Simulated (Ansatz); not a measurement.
Steps from a short run of molecular dynamics on a 1×1×1 supercell (4 atoms) of CSi (ordering on diamond), relaxed with r2SCAN; forces from r2SCAN in the plane-wave code Ansatz, 6×6×6 mesh, Fermi-Dirac smearing of 0.190 eV, constant energy and volume (NVE), started at 2200 K. Spin polarisation is off, nuclei are classical, and the run is far too short for thermal averages. The structure comes from a prototype and may be hypothetical.

Cell vectors in Å:
```
 1.5416  0.8900  5.3212
-1.5416  0.8900  5.3212
 0.0000 -1.7801  5.3212
```

**Question.** At 6 fs the positions in Å are
```
C   -0.010  -0.052   7.269
Si  -0.014   0.004  14.825
Si   0.022  -0.009   1.110
C   -0.007   0.063   8.762
```
What are the forces, and how far does the free energy (smearing included) lie above that of step 0, with the atoms on their sites?

**Answer.** 106.9 meV an atom; forces in eV/Å:
```
C    0.276   0.579  -3.265
Si   0.093   0.882  -1.948
Si  -0.309  -0.419   3.312
C   -0.060  -1.043   1.901
```

**Question.** At 18 fs the positions in Å are
```
C   -0.006  -0.098   7.208
Si  -0.040   0.046  14.844
Si   0.053  -0.042   1.088
C   -0.025   0.089   8.831
```
What are the forces, and how far does the free energy (smearing included) lie above that of step 0, with the atoms on their sites?

**Answer.** 107.0 meV an atom; forces in eV/Å:
```
C    0.529   1.114  -0.958
Si   0.234   0.682  -2.652
Si  -0.649  -0.578   4.078
C   -0.115  -1.218  -0.467
```

**Question.** At 21 fs positions (Å), velocities (Å/fs) and forces (eV/Å) are
```
C   0.0023 -0.0911  7.1566    0.0037  0.0034 -0.0173    0.6584  0.9246  0.2409
Si -0.0446  0.0632 14.8265   -0.0015  0.0060 -0.0067    0.3176  0.0285 -1.7293
Si  0.0572 -0.0546  1.1166    0.0009 -0.0044  0.0112   -0.8414 -0.3918  2.5957
C  -0.0318  0.0710  8.8553   -0.0023 -0.0070  0.0068   -0.1346 -0.5613 -1.1073
```
Where are the atoms one step (1.5 fs) later, and what forces do they feel?

**Answer.**
```
C   0.0084 -0.0851  7.1309    0.6839  0.7092  0.8066
Si -0.0467  0.0722 14.8157    0.3408 -0.3666 -1.1636
Si  0.0582 -0.0614  1.1344   -0.8999 -0.1958  1.7188
C  -0.0353  0.0600  8.8646   -0.1248 -0.1467 -1.3618
```
The temperature goes from 1545.8 to 1651.6 K.

**Question.** At 24 fs the positions in Å are
```
C    0.016  -0.078   7.107
Si  -0.049   0.081  14.804
Si   0.059  -0.068   1.154
C   -0.039   0.049   8.871
```
What are the forces, and how far does the free energy (smearing included) lie above that of step 0, with the atoms on their sites?

**Answer.** 53.3 meV an atom; forces in eV/Å:
```
C    0.655   0.422   1.322
Si   0.341  -0.773  -0.577
Si  -0.903   0.065   0.824
C   -0.094   0.285  -1.569
```

**Question.** At 33 fs the positions in Å are
```
C    0.073  -0.040   7.034
Si  -0.055   0.112  14.738
Si   0.050  -0.101   1.261
C   -0.061   0.014   8.846
```
What are the forces, and how far does the free energy (smearing included) lie above that of step 0, with the atoms on their sites?

**Answer.** 156.0 meV an atom; forces in eV/Å:
```
C   -0.938  -1.353   2.858
Si  -0.013  -2.087   1.854
Si   0.590   1.741  -3.008
C    0.360   1.699  -1.704
```

**Question.** At 54 fs the positions in Å are
```
C    0.033  -0.130   7.260
Si  -0.063   0.048  14.752
Si   0.074  -0.059   1.207
C   -0.059   0.154   8.715
```
What are the forces, and how far does the free energy (smearing included) lie above that of step 0, with the atoms on their sites?

**Answer.** 114.9 meV an atom; forces in eV/Å:
```
C    0.463   1.391  -2.914
Si   0.227   1.743   0.579
Si  -0.654  -0.983  -0.240
C   -0.037  -2.150   2.575
```
